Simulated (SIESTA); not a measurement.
Mg:

```
Mg
1.0
    -1.77276    1.77276    1.77276
     1.77276   -1.77276    1.77276
     1.77276    1.77276   -1.77276
Mg
1
Direct
  0.00000 0.00000 0.00000
```

This isn't the form of Mg at room conditions, which is hcp.

- Program: SIESTA 5.4.2
- Task: single point
- Functional: PBE
- Potentials or basis: PseudoDojo 0.4 standard (PBE files)
- Basis: DZP (energy shift 0.002 Ry)
- Grid cutoff: 800 Ry
- Energy shift: 0.002 Ry
- k mesh: 11 × 11 × 11
- Occupations: fermi-dirac, width 0.05 eV
- Spin: no spin polarisation

On this cell: pressure 3.0 GPa; band gap on the k mesh none (metal or under the smearing width).

The same run follows on a disturbed copy (cell strained at random at fixed volume):

```
Mg
1.0
    -1.76811    1.75773    1.74720
     1.76248   -1.78962    1.77345
     1.78739    1.80889   -1.77909
Mg
1
Cartesian
  -0.0316 -0.0440 -0.0062
```

**Question.** What does the disturbed cell give?

**Answer.** The energy (extrapolated to zero smearing) moves by +1.1 meV/atom; pressure 3.0 GPa; band gap on the k mesh none (metal or under the smearing width).

Stress tensor (GPa, compression positive):
```
 2.96 -0.33  0.10
-0.33  2.91  0.62
 0.10  0.62  3.17
```

Caveats: semicore shells carry a single zeta, which can move pressures by several GPa and volumes by a few percent; the basis of atomic orbitals isn't converged, which shifts pressures, moduli and gaps.
